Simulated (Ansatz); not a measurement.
# Platinum, hcp under m-r²SCAN: from relaxation to bulk modulus, part 1 of 2

The plan for platinum in the hcp structure: relax it, solve it on a dense k-mesh, then scale the cell to 7 volumes from 88 to 112 % of the relaxed one and try a fit of the equation of state. The start is ferromagnetic. The k-meshes are 13×13×7 for the relaxation; 22×22×11 for the dense run; 15×15×8 for the volumes.

This is Pt in the hcp structure; at room conditions it is fcc.

Method: DFT m-r2SCAN, plane waves (500 eV) with PAW, scalar-relativistic; the PAW data stem from PBE, with regenerated cores; m-r²SCAN is r²SCAN on the gauge-invariant kinetic-energy density, in Ansatz 0.2.0.

## 1. The system as given

Symmetry: P6_3/mmc, No. 194, hexagonal system. Conventional cell: a = 2.774 Å, b = 2.774 Å, c = 4.530 Å, α = 90.00°, β = 90.00°, γ = 120.00°. Pt (site symmetry -6m2) is surrounded by 12 Pt at 2.77 Å.

As a file:

```xyz
2
Lattice="2.7740 0.0000 0.0000 -1.3870 2.4024 0.0000 0.0000 0.0000 4.5300" Properties=species:S:1:pos:R:3 pbc="T T T"
Pt    0.0000    1.6016    1.1325
Pt    1.3870    0.8008    3.3975
```

Starting moments (μB): +1 ×2.

## 2. Relaxation of the cell

Contents of input.yaml:

```yaml
crystal:
  lattice:
    - [2.7740467412, 0.0, 0.0]
    - [-1.3870233706, 2.4023949491, 0.0]
    - [0.0, 0.0, 4.5300183283]
  atoms:
    - { symbol: Pt, position: [0.3333333333, 0.6666666667, 0.25], spin: 1.0 }
    - { symbol: Pt, position: [0.6666666667, 0.3333333333, 0.75], spin: 1.0 }
hamiltonian:
  xc: mr2scan
  pseudopotentials:
    kind: paw
    azcp:
      Pt: "pseudopotentials/Pt.paw.azcp"
basis:
  ecutwfc: 500
  fft_grid_basis: typed
kpoints:
  mp_grid: { grid: [13, 13, 7], shift: [0, 0, 0] }
magnetization:
  spin_polarized: true
scf:
  occupations: { method: fermi_dirac, width: 0.05 }
relax:
  max_steps: 60
  f_tol: 0.01
  cell: {}
output:
  write_density: true
  write_potential: true
  elf: true
  volumetric_format: npy
```

Launch:

```sh
$ ansatz run input.yaml --threads 2 --pin off --max-ram 6144MiB --backend cpu --events-out ev --progress --plain --runs-dir out
```

The program printed:

```text
Warning: RAYON_NUM_THREADS=2 ignored (pool sized by the plan → 2); use --threads N
Engine: ansatz 0.2.0, x86_64-unknown-linux-gnu
Pseudopotentials: kind: paw
Pseudopotential: Pt, paw, valence charge 18, recommended cutoff 500 eV (meta_gga), <dir>
Functional definition: m-r2SCAN
  exchange = m_r2scan_x
  correlation = m_r2scan_c
Crystal: 2 atoms, lattice volume = 30.190 Å³
Basis set: ecut = 500 eV, 761 PW (Γ), exchange–correlation on 96×96×144 points (64 copies of the dense FFT grid, shifted against one another)
Bands: 23, of which v1, the nominal top of the filled ones, is band 18 counted from 1 (17 counted from 0)
Symmetry: 24 space group operations
Space group: P63/mmc (ITA 194), of the structure as read, at distance tolerance 3.1e-5 Å
Magnetic group: BNS 194.263 (UNI 1493), of the structure as read, at distance tolerance 3.1e-5 Å
k-points: 84 of 1183
Non-local potential: Pt, projectors of the file, l = 0: 3, l = 1: 2, l = 2: 2, l = 3: 1
PAW form: soft (Blöchl's): semilocal exchange-correlation on the pseudo side does not see the compensation charge
PAW frozen core: Pt, regenerated for the run's functional (the file was generated under x = pbe(κ = 0.804, μ = 0.2195149727645171), c = pbe(β = 0.06672455060314922))
PAW one-centre angular grid: Pt, 590 points (default); XC on 160 Gauss nodes
Initial density: superposition of atomic densities (chi_scale 0.1, normalization cell)
Starting moments: Σ|m| = 2 μB on 2 of 2 sites
Initial wavefunctions: pseudopotential atomic-orbital guess
Functional: x = mr2scan, c = mr2scan; τ floored in thin density (d = 2e-4 eV/Å³)
iter 1 solved again at ethr=2.66e-3 eV; its pass at ethr=3.10e-3 eV (dr2=9.58e-1 eV) is discarded
SCF iter   1: F=—  HF=-25073.566101 eV  |F-HF|=—  |Δ(HF+E_count)|=         —  Δρ=3.99e-2 (↑3.99e-2 ↓2.95e-2)  dr2=1.28e0  dr2_τ=1.65e-2  dr2_m=5.02e-2  M=1.280 μB ∫|m|=1.283 μB  β_m=0.83  ethr=2.66e-3  ⟨swp⟩=2.0  Hψ=22849  notcnv=0
Mixer restart at iter 1: flushing history
preconditioner: auto → Kerker (q_TF=auto, 2.810 Å⁻¹)  [metal: Δε(μ)=0.005 eV  Ē_g=11.409 eV  σ=0.050 eV  W_gap=0.03  n_scr=10 (ndim 8)  ℏωp=30.2 eV  f_vac=0.000  D(μ)=2.07/eV (n_scr^D=22)]
spin=Collinear: Kerker preconditioning applied to the charge; magnetization (m = ρ↑ − ρ↓) channel mixes plain (no charge-response kernel on spin).
SCF iter   2: F=—  HF=-25073.148550 eV  |F-HF|=—  |Δ(HF+E_count)|=   4.18e-1  Δρ=1.90e-2 (↑1.90e-2 ↓1.89e-2)  dr2=3.83e-1  dr2_τ=1.18e-2  dr2_m=3.16e-3  M=1.222 μB ∫|m|=1.243 μB  β_m=1.00  ethr=2.66e-3  ⟨swp⟩=2.0  Hψ=6264  notcnv=0  κ⁻¹=1.0e0(r=1)
SCF iter   3: F=—  HF=-25073.288605 eV  |F-HF|=—  |Δ(HF+E_count)|=   1.40e-1  Δρ=1.26e-2 (↑1.26e-2 ↓1.07e-2)  dr2=1.37e-1  dr2_τ=3.32e-3  dr2_m=1.02e-3  M=1.144 μB ∫|m|=1.185 μB  β_m=1.00  ethr=1.06e-3  ⟨swp⟩=2.3  Hψ=5753  notcnv=0  κ⁻¹=1.2e-1(r=2)
SCF iter   4: F=—  HF=-25073.642224 eV  |F-HF|=—  |Δ(HF+E_count)|=         —  Δρ=4.44e-2 (↑4.44e-2 ↓4.05e-2)  dr2=1.87e-2  dr2_τ=7.11e-2  dr2_m=4.90e-1  M=-0.233 μB ∫|m|=0.233 μB  β_m=1.00  ethr=3.80e-4  ⟨swp⟩=2.1  Hψ=6332  notcnv=0  defer=5
Mixer restart at iter 4: flushing history
SCF iter   5: F=—  HF=-25073.406340 eV  |F-HF|=—  |Δ(HF+E_count)|=   2.36e-1  Δρ=4.73e-3 (↑3.86e-3 ↓4.73e-3)  dr2=2.60e-3  dr2_τ=6.86e-4  dr2_m=4.15e-3  M=-0.085 μB ∫|m|=0.085 μB  β_m=0.47  ethr=1.39e-4  ⟨swp⟩=2.0  Hψ=6620  notcnv=0  defer=18
SCF iter   6: F=—  HF=-25073.407620 eV  |F-HF|=—  |Δ(HF+E_count)|=   1.28e-3  Δρ=3.73e-3 (↑2.90e-3 ↓3.73e-3)  dr2=1.78e-3  dr2_τ=9.19e-5  dr2_m=2.42e-3  M=-0.055 μB ∫|m|=0.055 μB  β_m=0.30  ethr=7.22e-6  ⟨swp⟩=1.0  Hψ=4530  notcnv=0  defer=18  κ⁻¹=1.0e0(r=1)
SCF iter   7: F=—  HF=-25073.408620 eV  |F-HF|=—  |Δ(HF+E_count)|=   1.00e-3  Δρ=1.80e-3 (↑1.22e-3 ↓1.80e-3)  dr2=3.61e-4  dr2_τ=2.64e-5  dr2_m=5.31e-4  M=0.026 μB ∫|m|=0.026 μB  β_m=1.00  ethr=4.96e-6  ⟨swp⟩=2.7  Hψ=5778  notcnv=0  defer=18  κ⁻¹=1.1e-1(r=2)
SCF iter   8: F=—  HF=-25073.408119 eV  |F-HF|=—  |Δ(HF+E_count)|=   5.00e-4  Δρ=3.01e-4 (↑3.01e-4 ↓2.53e-4)  dr2=2.21e-5  dr2_τ=8.12e-7  dr2_m=7.77e-6  M=0.084 μB ∫|m|=0.086 μB  β_m=1.00  ethr=1.00e-6  ⟨swp⟩=2.5  Hψ=6994  notcnv=0  defer=20  κ⁻¹=2.0e-2(r=3)
SCF iter   9: F=—  HF=-25073.407978 eV  |F-HF|=—  |Δ(HF+E_count)|=   1.41e-4  Δρ=4.67e-4 (↑4.39e-4 ↓4.67e-4)  dr2=1.16e-5  dr2_τ=7.45e-6  dr2_m=4.98e-5  M=0.072 μB ∫|m|=0.075 μB  β_m=1.00  ethr=6.13e-8  ⟨swp⟩=2.0  Hψ=6168  notcnv=0  defer=21  κ⁻¹=6.9e-3(r=4)
SCF iter  10: F=—  HF=-25073.408023 eV  |F-HF|=—  |Δ(HF+E_count)|=   4.47e-5  Δρ=4.74e-4 (↑4.74e-4 ↓4.70e-4)  dr2=1.09e-5  dr2_τ=8.34e-6  dr2_m=5.61e-5  M=0.062 μB ∫|m|=0.064 μB  β_m=1.00  ethr=3.21e-8  ⟨swp⟩=2.3  Hψ=5168  notcnv=0  defer=20  κ⁻¹=7.3e-5(r=5)
SCF iter  11: F=—  HF=-25073.407971 eV  |F-HF|=—  |Δ(HF+E_count)|=   5.21e-5  Δρ=5.00e-4 (↑4.95e-4 ↓5.00e-4)  dr2=1.13e-5  dr2_τ=9.29e-6  dr2_m=6.24e-5  M=0.071 μB ∫|m|=0.074 μB  β_m=1.00  ethr=3.02e-8  ⟨swp⟩=2.1  Hψ=4744  notcnv=0  defer=20  κ⁻¹=1.2e-5(r=6)
SCF iter  12: F=—  HF=-25073.408172 eV  |F-HF|=—  |Δ(HF+E_count)|=   2.01e-4  Δρ=1.98e-4 (↑1.98e-4 ↓1.96e-4)  dr2=4.26e-6  dr2_τ=1.32e-6  dr2_m=8.16e-6  M=-0.035 μB ∫|m|=0.037 μB  β_m=1.00  ethr=3.02e-8  ⟨swp⟩=3.2  Hψ=8132  notcnv=0  defer=21  κ⁻¹=4.9e-6(r=7)
SCF iter  13: F=—  HF=-25073.407774 eV  |F-HF|=—  |Δ(HF+E_count)|=   3.97e-4  Δρ=5.88e-4 (↑5.88e-4 ↓5.76e-4)  dr2=4.45e-7  dr2_τ=1.39e-5  dr2_m=9.33e-5  M=-0.104 μB ∫|m|=0.108 μB  β_m=1.00  ethr=1.18e-8  ⟨swp⟩=3.4  Hψ=8323  notcnv=0  defer=22  κ⁻¹=4.7e-6(r=8)
SCF iter  14: F=—  HF=-25073.407998 eV  |F-HF|=—  |Δ(HF+E_count)|=   2.23e-4  Δρ=4.25e-4 (↑4.25e-4 ↓4.23e-4)  dr2=9.98e-8  dr2_τ=7.37e-6  dr2_m=4.97e-5  M=-0.074 μB ∫|m|=0.076 μB  β_m=1.00  ethr=1.24e-9  ⟨swp⟩=3.2  Hψ=8725  notcnv=0  defer=21  κ⁻¹=5.4e-6(r=8)
SCF iter  15: F=—  HF=-25073.408217 eV  |F-HF|=—  |Δ(HF+E_count)|=   2.19e-4  Δρ=9.64e-5 (↑9.64e-5 ↓9.62e-5)  dr2=2.69e-7  dr2_τ=3.59e-7  dr2_m=2.38e-6  M=-0.017 μB ∫|m|=0.018 μB  β_m=1.00  ethr=2.77e-10  ⟨swp⟩=3.3  Hψ=10206  notcnv=0  defer=21  κ⁻¹=1.2e-5(r=8)
SCF iter  16: F=—  HF=-25073.408218 eV  |F-HF|=—  |Δ(HF+E_count)|=   1.36e-6  Δρ=9.62e-5 (↑9.62e-5 ↓9.49e-5)  dr2=1.21e-7  dr2_τ=3.73e-7  dr2_m=2.46e-6  M=-0.016 μB ∫|m|=0.017 μB  β_m=1.00  ethr=2.77e-10  ⟨swp⟩=2.4  Hψ=6163  notcnv=0  defer=21  κ⁻¹=2.3e-5(r=8)
SCF iter  17: F=—  HF=-25073.408225 eV  |F-HF|=—  |Δ(HF+E_count)|=   6.79e-6  Δρ=5.91e-5 (↑5.91e-5 ↓5.90e-5)  dr2=6.50e-9  dr2_τ=1.44e-7  dr2_m=9.61e-7  M=0.011 μB ∫|m|=0.011 μB  β_m=1.00  ethr=2.77e-10  ⟨swp⟩=3.0  Hψ=9721  notcnv=0  defer=21  κ⁻¹=1.5e-5(r=8)
SCF iter  18: F=—  HF=-25073.408230 eV  |F-HF|=—  |Δ(HF+E_count)|=   4.75e-6  Δρ=7.14e-6 (↑7.14e-6 ↓6.53e-6)  dr2=4.12e-9  dr2_τ=1.75e-9  dr2_m=1.05e-8  M=0.001 μB ∫|m|=0.001 μB  β_m=1.00  ethr=1.81e-11  ⟨swp⟩=3.0  Hψ=9746  notcnv=0  defer=21  κ⁻¹=2.0e-6(r=8)
SCF iter  19: F=—  HF=-25073.408230 eV  |F-HF|=—  |Δ(HF+E_count)|=   8.16e-8  Δρ=1.10e-5 (↑1.10e-5 ↓1.10e-5)  dr2=3.09e-9  dr2_τ=4.69e-9  dr2_m=3.05e-8  M=-0.002 μB ∫|m|=0.002 μB  β_m=1.00  ethr=1.15e-11  ⟨swp⟩=3.2  Hψ=8854  notcnv=0  defer=21  κ⁻¹=4.9e-7(r=8)
SCF iter  20: F=—  HF=-25073.408230 eV  |F-HF|=—  |Δ(HF+E_count)|=   1.37e-7  Δρ=2.33e-6 (↑2.33e-6 ↓2.10e-6)  dr2=6.31e-10  dr2_τ=1.66e-10  dr2_m=9.79e-10  M=0.000 μB ∫|m|=0.000 μB  β_m=1.00  ethr=8.59e-12  ⟨swp⟩=3.2  Hψ=8212  notcnv=0  defer=21  κ⁻¹=9.2e-7(r=8)
SCF iter  21: F=—  HF=-25073.408230 eV  |F-HF|=—  |Δ(HF+E_count)|=  7.28e-12  Δρ=1.72e-6 (↑1.60e-6 ↓1.72e-6)  dr2=1.14e-10  dr2_τ=1.03e-10  dr2_m=6.71e-10  M=-0.000 μB ∫|m|=0.000 μB  β_m=1.00  ethr=1.75e-12  ⟨swp⟩=2.1  Hψ=7031  notcnv=0  defer=21  κ⁻¹=6.0e-7(r=8)
SCF iter  22: F=—  HF=-25073.408230 eV  |F-HF|=—  |Δ(HF+E_count)|=   3.14e-9  Δρ=6.07e-7 (↑5.52e-7 ↓6.07e-7)  dr2=1.79e-11  dr2_τ=1.28e-11  dr2_m=8.59e-11  M=0.000 μB ∫|m|=0.000 μB  β_m=1.00  ethr=1.00e-12  ⟨swp⟩=2.0  Hψ=6968  notcnv=0  defer=21  κ⁻¹=2.2e-7(r=8)
SCF iter  23: F=—  HF=-25073.408230 eV  |F-HF|=—  |Δ(HF+E_count)|=  7.24e-10  Δρ=1.43e-6 (↑1.43e-6 ↓1.36e-6)  dr2=4.57e-12  dr2_τ=7.89e-11  dr2_m=5.40e-10  M=-0.000 μB ∫|m|=0.000 μB  β_m=1.00  ethr=1.00e-12  ⟨swp⟩=4.0  Hψ=19228  notcnv=0  κ⁻¹=3.6e-7(r=8)
SCF iter  24: F=-25073.408230 eV  HF=-25073.408230 eV  |F-HF|=2.91e-11  |Δ(HF+E_count)|=   1.00e-9  Δρ=1.28e-7 (↑1.28e-7 ↓1.09e-7)  dr2=2.11e-12  dr2_τ=4.73e-13  dr2_m=2.75e-12  M=-0.000 μB ∫|m|=0.000 μB  ethr=1.00e-12  ⟨swp⟩=6.0  Hψ=16330  notcnv=0
WARN: the starting moments were not kept: the SCF closed with an absolute magnetisation of 1.0e-5 μB, where they sum to 2 μB in size (2 sites). That is at most 0.1 of that sum. Measured as dr2_m measures the in/out step, that magnetisation stands 2.8e-11 eV from none, at or under the dr2_threshold of 1.0e-7 eV: it is no larger than a step whose dr2_m would equal this threshold. The system may hold no moment; this SCF shows only that its start led to no more than that. To try another start: raise the starting moments (crystal.atoms[].spin, magnetization.per_species, magnetization.initial_magnetization, or on a non-collinear deck that types none of these the spinor_matrix: blocks that start its atoms; where the total moment is fixed, keep their sum and leave initial_magnetization as it is; typed ones take the place of any that the run laid by itself, positive ones on a crystal's lanthanoids without a Hubbard term where scf.initial_density.shell_occupations: [] is typed) or, if the notice of its spin-set hold's release reads "site moments contracting" or "site moments show no strong build", lengthen the hold (scf.mixing.spin_hold: { on: { confirm: 4 } }; for m-r²SCAN on two components see the key's manual first). Each may lead to a state that holds a moment. A second SCF, from the converged charge density, with the starting moments and any scf.initial_density.shell_occupations laid on it anew, would have followed, and was not run: the deck does not ask for one (magnetization.retry_lost_moments is false, the default). To let it run, set magnetization.retry_lost_moments: true and run the deck again, where that key's refused combinations let it; where memory then withholds it, that run's warning says so.
SCF 1 converged in 24 iterations: F = -25073.408230 eV  dr2 = 2.11e-12
relax step   1: F+E_penalty+E_count = -25073.40822968 eV  Δ(F+E_penalty+E_count) = +0.000e0 eV  max|allowed force component| = 7.401e-17 eV/Å  Δτ_max = 0.0000 Å  P = +5.328 GPa  Ω = 30.190 Å³  (24 SCF iters, accepted)
[... 27 lines left out ...]
relax step   2: F+E_penalty+E_count = -25073.44015913 eV  Δ(F+E_penalty+E_count) = -3.193e-2 eV  max|allowed force component| = 1.295e-16 eV/Å  Δτ_max = 0.0000 Å  P = -7.197 GPa  Ω = 31.686 Å³  energy of the carried Pulay correction = -6.580e-4 eV  (18 SCF iters, dr2 threshold 2.00e-7 eV, accepted)
[... 21 lines left out ...]
relax step   3: F+E_penalty+E_count = -25073.46187838 eV  Δ(F+E_penalty+E_count) = -2.172e-2 eV  max|allowed force component| = 1.850e-17 eV/Å  Δτ_max = 0.0000 Å  P = -2.507 GPa  Ω = 31.087 Å³  energy of the carried Pulay correction = -3.885e-4 eV  (15 SCF iters, dr2 threshold 2.00e-7 eV, accepted)
[... 19 lines left out ...]
relax step   4: F+E_penalty+E_count = -25073.46599935 eV  Δ(F+E_penalty+E_count) = -4.121e-3 eV  max|allowed force component| = 1.665e-16 eV/Å  Δτ_max = 0.0000 Å  P = +0.365 GPa  Ω = 30.782 Å³  energy of the carried Pulay correction = -2.456e-4 eV  (14 SCF iters, dr2 threshold 2.00e-7 eV, accepted)
[... 14 lines left out ...]
relax step   5: F+E_penalty+E_count = -25073.46604888 eV  Δ(F+E_penalty+E_count) = -4.952e-5 eV  max|allowed force component| = 1.110e-16 eV/Å  Δτ_max = 0.0000 Å  P = -0.001 GPa  Ω = 30.820 Å³  energy of the carried Pulay correction = -2.634e-4 eV  (9 SCF iters, dr2 threshold 2.00e-7 eV, accepted)
[... 18 lines left out ...]
relax step   6: F+E_penalty+E_count = -25073.46640621 eV  Δ(F+E_penalty+E_count) = -3.573e-4 eV  max|allowed force component| = 9.714e-17 eV/Å  Δτ_max = 0.0000 Å  P = +0.006 GPa  Ω = 30.820 Å³  stress off target by 1.16e-2 GPa  SCF on the basis re-selected at this cell (its energy is not comparable with the rows above)  (12 SCF iters)
basis re-selected at this cell: Δ(F+E_penalty+E_count) = -3.573e-4 eV, ΔP = +0.007 GPa vs the last step (what re-selecting the basis moved, of the pressure what is left beyond the Pulay correction that the steps carried, after the strain that the cell walked since its last selection, with what the two solves' SCF thresholds leave and, on support functions, any second-order correction that the steps lacked; it is no measure of the basis error at this ecutwfc). The dense FFT grid was sized anew with the basis: this SCF ran on 20×20×36 points, the steps before it on 24×24×36, so part of this shift can come from that change (see relax.cell in the input reference). This SCF's stress stands 1.16e-2 GPa from its target on what of the cell is left free (relax.cell.stress_tol is 5.00e-2 GPa) and its largest allowed force component is 9.71e-17 eV/Å (relax.f_tol is 1.00e-2 eV/Å): within both
SCF converged after 12 iterations
Stability not checked: this state was not tested for a lower state beside it, because the mixer in use, unlike msr1, does not test its closes by its own steps (another_mixer; see scf.mixing.algorithm and scf.lower_state_search)
Magnetization: -0.0000 μB (18.0000 up, 18.0000 down)
Absolute magnetization: 0.0000 μB (∫|ρ↑−ρ↓|, with the PAW one-centre terms)
Spin contamination: 0.0000 ħ² per cell (⟨S²⟩ above its minimum at these occupations)
Per-site moments (μB) at R_I (Å): [(-1.1164741039297438e-8, 1.12750038148019), (-1.1164740981473022e-8, 1.12750038148019)]
Free energy (F): -25073.466406 eV
Harris-Foulkes:  -25073.466406 eV  (|F-HF|=7.28e-12)
Internal energy: -25073.443353 eV  (E = F + TS)
E sigma→0 (E₀):  -25073.454880 eV
Entropy (-TS):   -0.023053 eV (-11.527 meV/atom)
Fermi energy:    22.450607 eV
--- Per-component energies (eV) ---
  E_band       = -313.996890
  E_kinetic    = 1275.816043
  E_local      = -2996.182752  (includes V_loc(G=0)·N_el)
  E_nonlocal   = 404.244437
  E_hartree    = 1114.748598
  E_xc         = -500.260105
  E_vxc        = -675.081661  (∫ρ·V_xc dr)
  E_paw        = -18959.829835  (= ΣΔE_a)
  E_vpaw       = -595.413714  (= ΣTr[D̂ρ^β])
  E_aug_tail   = 0.000306  (compensation charges beyond the density's cutoff)
  E_vtau       = 43.123262  (kinetic-family band-sum trace: ∫τ·v_τ [+ j·A + Jᵃ·Aᵃ] dr)
  E_ewald      = -5411.517057
  E_core_change = -0.462989  (= ΣΔE_core)
  E_smearing   = -0.023053  (= −TS)
  E_closure    = 0.000000  (closes the sum)
  Σ components = -25073.466406   (vs F -25073.466406, Δ=0.00e0)
--- Forces (eV/Å), atoms counted from 1 ---
  atom   1  Pt     0.00000000    -0.00000000     0.00000000
  atom   2  Pt    -0.00000000     0.00000000    -0.00000000
  max |Σ_I F_I| component: 9.25e-18 eV/Å
--- Stress (GPa, compression-positive) ---
        0.003325       0.000000      -0.000000
        0.000000       0.003325      -0.000000
       -0.000000      -0.000000       0.011588
  P = ⅓ Tr σ = 0.0061 GPa (0.061 kbar)
--- Band table (eV; the first three rows and the last of 168) ---
  k-point 0 ↑: bands = ["-77.9940", "-77.9698", "-31.6976", "-31.4592", "-31.4592", "-31.4133", "-31.4133", "-31.3127", "12.2423", "14.8985", "18.1922", "18.7512", "18.7512", "19.1334", "19.1334", "20.4777", "20.4777", "21.7941", "22.1563", "22.1563", "27.5093", "38.3650", "38.8278"]
  k-point 1 ↑: bands = ["-77.9928", "-77.9710", "-31.6789", "-31.4569", "-31.4569", "-31.4155", "-31.4155", "-31.3322", "12.4254", "14.8770", "18.1504", "18.7258", "18.7258", "19.0814", "19.0814", "20.6108", "20.6108", "20.9672", "22.1170", "22.1170", "28.6681", "37.7639", "39.4893"]
  k-point 2 ↑: bands = ["-77.9895", "-77.9744", "-31.6264", "-31.4505", "-31.4505", "-31.4219", "-31.4219", "-31.3864", "12.9416", "14.7500", "18.0714", "18.6942", "18.6942", "18.9541", "18.9541", "19.5558", "20.9433", "20.9433", "21.9797", "21.9797", "31.0990", "37.1565", "39.4163"]
  k-point 83 ↓: bands = ["-77.9473", "-77.9468", "-31.8063", "-31.8019", "-31.7359", "-31.7212", "-31.4161", "-31.4084", "16.8861", "16.9140", "17.6625", "17.7249", "18.4405", "18.6297", "19.7213", "20.0548", "22.1858", "22.3670", "28.0898", "29.1629", "29.6061", "30.7223", "31.9502"]
--- Relaxed structure (5 steps of the walk, 5 accepted, 1 SCFs on fresh bases) ---
  F+E_penalty+E_count = -25073.46640621 eV   max|allowed force component| = 9.714e-17 eV/Å   (the final SCF, on the basis selected at the relaxed cell)
  cell:  # Å, volume = 30.8202 Å³
    - [2.733334258133794, 0.0, 0.0]
    - [-1.366667129066897, 2.367136904578158, 0.0]
    - [0.0, 0.0, 4.7634222261160994]
  atoms:
    - { symbol: Pt, position: [0.3333333333333333, 0.6666666666666666, 0.25] }
    - { symbol: Pt, position: [0.6666666666666665, 0.3333333333333333, 0.7500000000000001] }
```

Run time: 43 s. Hardware: 2 threads of Intel Xeon Platinum 8488C (Sapphire Rapids), shared host; peak memory 0.56 GiB.

The walk, from the log:

```
step  energy change (meV/atom)  largest force (eV/Å)  pressure (GPa)  volume (Å³/atom)
   1                      0.00                0.0000            5.33            15.095
   2                    -15.96                0.0000           -7.20            15.843
   3                    -26.82                0.0000           -2.51            15.544
   4                    -28.88                0.0000            0.36            15.391
   5                    -28.91                0.0000            0.00            15.410
   6                    -29.09                0.0000            0.01            15.410
```

Steps that repeat a cell are solved on a basis chosen anew, so their changes of energy are no gain of the relaxation.

Changes in the cell that was computed:

|  | before | after | change |
| --- | --- | --- | --- |
| a (Å) | 2.774 | 2.733 | -1.5 % |
| b (Å) | 2.774 | 2.733 | -1.5 % |
| c (Å) | 4.530 | 4.763 | +5.2 % |
| volume (Å³/atom) | 15.095 | 15.410 | +2.1 % |
| shortest distance (Å) | 2.774 | 2.733 | -1.5 % |
| space group (spins left aside) | P6_3/mmc | P6_3/mmc | same |

(Continued in part 2 of 2.)
